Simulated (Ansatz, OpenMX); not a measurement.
This is a calculation of Au for OpenMX 3.8.5. 

The input Au.dat:

```
System.CurrrentDirectory             ./
System.Name                          Au
DATA.PATH                            ./DFT_DATA13
level.of.stdout                      1
level.of.fileout                     1
Species.Number                       2
<Definition.of.Atomic.Species
  Au  Au7.0-s3p2d2f1         Au_PBE13
  E   H7.0-s2p1              E
Definition.of.Atomic.Species>

Atoms.Number                         8
Atoms.SpeciesAndCoordinates.Unit     FRAC
<Atoms.SpeciesAndCoordinates
    1  Au    0.3333333333    0.6666666666    0.2757352941   8.500  8.500
    2  Au    0.6666666667    0.3333333334    0.3654411765   8.500  8.500
    3  Au    0.3333333333    0.6666666666    0.4551470588   8.500  8.500
    4  Au    0.6666666667    0.3333333334    0.5448529412   8.500  8.500
    5  Au    0.3333333333    0.6666666666    0.6345588235   8.500  8.500
    6  Au    0.6666666667    0.3333333334    0.7242647059   8.500  8.500
    7  E     0.6666666667    0.3333333334    0.8051470588   0.000  0.000
    8  E     0.3333333333    0.6666666666    0.1948529412   0.000  0.000
Atoms.SpeciesAndCoordinates>

Atoms.UnitVectors.Unit               Ang
<Atoms.UnitVectors
     2.8999984105    0.0000000000    0.0000000000
    -1.4499992052    2.5114722944    0.0000000000
     0.0000000000    0.0000000000   27.2000000000
Atoms.UnitVectors>

scf.XcType                           GGA-PBE
scf.SpinPolarization                 off
scf.ElectronicTemperature            580.226
scf.energycutoff                     400.0
scf.maxIter                          100
scf.EigenvalueSolver                 band
scf.Kgrid                            11 11 1
scf.Mixing.Type                      rmm-diisk
scf.Init.Mixing.Weight               0.05
scf.Min.Mixing.Weight                0.001
scf.Max.Mixing.Weight                0.3
scf.Mixing.History                   25
scf.Mixing.StartPulay                8
scf.criterion                        1.0e-8
MD.Type                              nomd
```

Potentials or basis: OpenMX 2013 PBE set, Au7.0-s3p2d2f1, grid cutoff 400 Ry.

Launch:

```bash
$ openmx Au.dat -nt 1 > Au.std
```

Question: What does the same run look like in Ansatz 0.2.0? Potentials or basis there: Ansatz PAW, cutoff 420 eV.

Answer: As run (cutoffs and basis follow the program's own potentials, and thresholds, step limits or extra output files can differ):

File input.yaml:

```yaml
crystal:
  lattice:
    - [2.8999984105, 0.0, 0.0]
    - [-1.4499992052, 2.5114722944, 0.0]
    - [0.0, 0.0, 27.2]
  atoms:
    - { symbol: Au, position: [0.3333333333, 0.6666666666, 0.2757352941] }
    - { symbol: Au, position: [0.6666666667, 0.3333333334, 0.3654411765] }
    - { symbol: Au, position: [0.3333333333, 0.6666666666, 0.4551470588] }
    - { symbol: Au, position: [0.6666666667, 0.3333333334, 0.5448529412] }
    - { symbol: Au, position: [0.3333333333, 0.6666666666, 0.6345588235] }
    - { symbol: Au, position: [0.6666666667, 0.3333333334, 0.7242647059] }
hamiltonian:
  xc: pbe
  pseudopotentials: { kind: paw }
kpoints:
  mp_grid: { grid: [11, 11, 1] }
scf:
  occupations: { method: fermi_dirac, width: 0.05 }
output:
  forces: true
  eigenvalues: true
  write_density: true
  write_potential: true
  elf: true
  volumetric_format: npy
efield:
  axis: 3
  dipole_correction: true
  ramp_width: 0.04
```

Potentials or basis: Ansatz PAW.

Command:

```sh
$ ansatz run input.yaml --threads 4 --pin off --max-ram 11264MiB --backend cpu --events-out ev --progress --plain --runs-dir out
```

Both were run:

|  | OpenMX | Ansatz |
| --- | --- | --- |
| Largest force | 0.129 eV/Å | 0.106 eV/Å |

The potentials hold 102 and 114 valence electrons a cell.

Where Ansatz's input types no cutoff or centring, it takes its own default and a Γ-centred mesh.
